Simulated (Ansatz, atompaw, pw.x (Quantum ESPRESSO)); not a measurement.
## From atom to crystal: PAW (atompaw) potential for In (Z = 49)

```json
{"Element": "In", "Generator": "atompaw 4.2.0.5", "Type": "PAW", "Functional": "PBE", "Relativity": "scalar-relativistic", "Frozen core": "[Kr] 4d10", "Valence charge": "3", "Reference configuration": "5s1.75 5p1.25", "Partial waves": "5s (bound): rc 2.95 bohr; 5s channel at -0.1 Ry: rc 2.95 bohr; 5p (bound): rc 2.65 bohr; 5p channel at 0.15 Ry: rc 2.65 bohr; 5d channel at 0.05 Ry: rc 2.95 bohr; 5d channel at 1.65 Ry: rc 2.95 bohr", "Local potential": "bessel scheme, radius 1.95 bohr", "Core correction": "smooth core density matched at 1.80 bohr", "Augmentation charge": "besselshape compensation charge, radius 2.25 bohr; PAW radius 2.95 bohr; waves and projectors: custom rrkj vanderbiltortho"}
```

Atomic tests: cutoffs needed: 6 Ry and 6 Ry (the cutoffs (Ry, on a coarse ladder) from which the occupation-weighted sum of valence levels, in a spherical-Bessel basis at the reference potential, stays within 10 and 1 mRy of its value at 400 Ry); ghost test: no extra level below or beside the all-electron valence levels (s, p, d, f tested) (spherical-Bessel basis up to 400 Ry, 20 bohr box); lowest eigenvalue of the overlap operator: 0.34 (s channel).

Crystal test: bcc In in pw.x 7.5, no spin, 12³ k-points, Fermi–Dirac smearing 0.01 Ry, cutoffs 40/400 Ry. The lattice is a test structure that the element need not adopt, and mesh and smearing are coarse.

pw.x input:

```
&control
  calculation='scf', prefix='x', pseudo_dir='./', outdir='./tmp', tstress=.true., disk_io='none'
/
&system
  ibrav=0, nat=1, ntyp=1, ecutwfc=40, ecutrho=400, nbnd=8,
  occupations='smearing', smearing='fd', degauss=0.01
/
&electrons
  conv_thr=1e-09, mixing_beta=0.4, electron_maxstep=70
/
ATOMIC_SPECIES
In 1.0 In.UPF
CELL_PARAMETERS angstrom
  -1.91593251 1.91593251 1.91593251
  1.91593251 -1.91593251 1.91593251
  1.91593251 1.91593251 -1.91593251
ATOMIC_POSITIONS crystal
In 0.0000 0.0000 0.0000
K_POINTS automatic
12 12 12 0 0 0
```

```bash
pw.x < In.scf.in > In.scf.out
```

Problem. How does the run end?

Solution. It converges; the pressure is -0.19 GPa against -0.33 GPa from all-electron LAPW. The logarithmic derivative shows an extra or strongly shifted pseudo pole above the reference energy (d near 0.89 Ry). The log shows:

```
     kinetic-energy cutoff     =      40.0000  Ry
     charge density cutoff     =     400.0000  Ry
     scf convergence threshold =      1.0E-09
     Exchange-correlation= SLA PW PBX PBC
     number of k points=    72  Fermi-Dirac smearing, width (Ry)=  0.0100
     negative rho (up, down):  8.299E-02 0.000E+00
     iteration #  1     ecut=    40.00 Ry     beta= 0.40
     negative rho (up, down):  8.610E-02 0.000E+00
     total energy              =    -321.16668967 Ry
     estimated scf accuracy    <       0.00075383 Ry
     iteration #  2     ecut=    40.00 Ry     beta= 0.40
     negative rho (up, down):  9.096E-02 0.000E+00
     total energy              =    -321.16613747 Ry
     estimated scf accuracy    <       0.00028222 Ry
     iteration #  3     ecut=    40.00 Ry     beta= 0.40
     negative rho (up, down):  9.061E-02 0.000E+00
     total energy              =    -321.16614168 Ry
     estimated scf accuracy    <       0.00000016 Ry
     iteration #  4     ecut=    40.00 Ry     beta= 0.40
     negative rho (up, down):  9.066E-02 0.000E+00
     total energy              =    -321.16614178 Ry
     estimated scf accuracy    <       0.00000003 Ry
     iteration #  5     ecut=    40.00 Ry     beta= 0.40
     negative rho (up, down):  9.065E-02 0.000E+00
     the Fermi energy is     4.4659 ev
!    total energy              =    -321.16614178 Ry
     estimated scf accuracy    <          3.7E-10 Ry
     smearing contrib. (-TS)   =      -0.00234383 Ry
     The total energy is F=E-TS. E is the sum of the following terms:
     one-electron contribution =       2.58668984 Ry
     hartree contribution      =       0.03511034 Ry
     xc contribution           =     -10.46722361 Ry
     ewald contribution        =      -4.52317463 Ry
     one-center paw contrib.   =    -308.79519988 Ry
     convergence has been achieved in   5 iterations
     negative rho (up, down):  9.065E-02 0.000E+00
          total   stress  (Ry/bohr**3)                   (kbar)     P=       -1.86
     Message from routine punch:
     Nothing written, as per user request (disk_io='none')
```
